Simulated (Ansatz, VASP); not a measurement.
One calculation of LiH, two programs

The input INCAR:

```
PREC     = Accurate       # precision mode
ENCUT    = 520            # plane-wave cutoff, eV
EDIFF    = 1E-6           # SCF threshold, eV
ISMEAR   = 0              # smearing method
SIGMA    = 0.02           # smearing width, eV
LREAL    = F              # projectors in reciprocal space
LASPH    = T              # aspherical terms in the spheres
NELM     = 60             # most SCF steps
ALGO     = Fast           # electronic algorithm
ISIF     = 2              # what is computed and relaxed
LWAVE    = F              # write WAVECAR
LCHARG   = F              # write CHGCAR
NBANDS   = 9              # bands
```

KPOINTS

```
regular mesh
0
Gamma
  14 14 14
```

POSCAR

```
LiH
1.0
    2.4123000000      0.0000000000      0.0000000000
    0.0000000000      2.4123000000      0.0000000000
    0.0000000000      0.0000000000      2.4123000000
Li H
1 1
Direct
    0.0000000000      0.0000000000      0.0000000000
    0.5000000000      0.5000000000      0.5000000000
```

Input for Ansatz:

```yaml
crystal:
  lattice:
    - [2.4123, 0.0, 0.0]
    - [0.0, 2.4123, 0.0]
    - [0.0, 0.0, 2.4123]
  atoms:
    - { symbol: Li, position: [0.0, 0.0, 0.0] }
    - { symbol: H, position: [0.5, 0.5, 0.5] }
basis:
  ecutwfc: 420
kpoints:
  mp_grid: { grid: [14, 14, 14] }
hamiltonian:
  xc: lda
scf:
  occupations: { method: gaussian, width: 0.02 }
output:
  forces: true
  stress: true
  eigenvalues: true
```

Alike in both runs: task single point; functional LDA; k mesh 14 × 14 × 14; occupations gaussian, width 0.02 eV; no spin polarisation.

```csv
,VASP,Ansatz
version,VASP 6.6.1,Ansatz 0.2.0
potentials or method,"VASP PAW LDA potentials, release 64 (Li_sv, H)","scalar-relativistic, plane waves, PAW"
plane-wave cutoff (eV),520,420
valence electrons in the cell,4,4
```

```tsv
	VASP	Ansatz	Ansatz less VASP
gap on the k mesh at the Fermi level (eV)	0.34	0.33	-0.016
least direct gap on the mesh (eV)	3.90	3.91	+0.006
```

 A k mesh can miss the band edges. As with any semilocal functional, this LDA gap is likely too small.
